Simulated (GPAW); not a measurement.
## Ti: single point with PBE

Crystal: Ti.

```xyz
4
Lattice="4.0600 0.0000 0.0000 0.0000 4.0600 0.0000 0.0000 0.0000 4.0600" Properties=species:S:1:pos:R:3 pbc="T T T"
Ti    0.0000    0.0000    0.0000
Ti    0.0000    2.0300    2.0300
Ti    2.0300    0.0000    2.0300
Ti    2.0300    2.0300    0.0000
```

This isn't the form of Ti at room conditions, which is hcp.

```json
{
 "Program": "GPAW 26.7.0",
 "Task": "single point",
 "Functional": "PBE",
 "Potentials or basis": "GPAW PAW data sets (gpaw-data 1.2.1)",
 "Cutoff": "500 eV",
 "Basis": "pw",
 "k mesh": "7 × 7 × 7",
 "Occupations": "fermi-dirac, width 0.05 eV",
 "Spin": "no spin polarisation"
}
```

```json
{
  "Pressure": "4.6 GPa",
  "Band gap on the k mesh": "none (metal or under the smearing width)"
}
```

Levels at points of the mesh, in eV from the Fermi level:
| k point | band 19 | band 20 | band 21 | band 22 | band 23 | band 24 | band 25 | band 26 | band 27 | band 28 |
| --- | --- | --- | --- | --- | --- | --- | --- | --- | --- | --- |
| (0.00, 0.00, 0.00) | -2.69 | -2.69 | -1.81 | -1.81 | -1.81 | 0.91 | 0.91 | 0.91 | 2.63 | 2.63 |

Run time: 33 s on 1 thread of Arm Neoverse V1 (shared host), peak memory 0.17 GiB.

Caveat: the cutoff is short for stress and forces, so pressures can be off by a GPa or more.
